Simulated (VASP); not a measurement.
C, 3 atoms in the cell. It takes space group Pm-3m (No. 221, cubic). Conventional cell: a = 2.620 Å, b = 2.620 Å, c = 2.620 Å, α = 90.00°, β = 90.00°, γ = 90.00°. C (site symmetry 4/mmm) has 8 C at 1.85 Å as nearest neighbours. The cell was built by a generator and needn't be a form met in nature.

```yaml
Program: VASP 6.6.1
Task: elastic constants
Functional: PBE
Potentials_or_basis: VASP PAW PBE potentials, release 64 (C)
Cutoff: 600 eV
k_mesh: 7 × 7 × 7
Occupations: gaussian, width 0.02 eV
Spin: no spin polarisation
Ions_in_elastic_constants: relaxed
Further_INCAR_settings: ALGO = Fast; EDIFF = 1e-08; IBRION = 6; POTIM = 0.015; NSW = 1; ISIF = 3
```

Potentials or basis: VASP PAW PBE potentials, release 64 (C).

The run is started by

```console
$ cat potpaw_PBE.64/C/POTCAR > POTCAR
$ cp INCAR.step1 INCAR
$ mpirun -np 1 vasp_std > vasp.out
$ cp CONTCAR POSCAR
$ cp INCAR.step2 INCAR
$ mpirun -np 1 vasp_std > vasp.out
```

Hardware: 1 thread of Intel(R) Xeon(R) Platinum 8559C (Emerald Rapids), on a shared host.

Problem. Estimate the wall time of this run.

Solution. Wall time 90 s on 1 thread of Intel(R) Xeon(R) Platinum 8559C (Emerald Rapids) (shared host), peak memory 0.16 GiB. Counts: scf iterations 189, k points 20, ion steps 3.
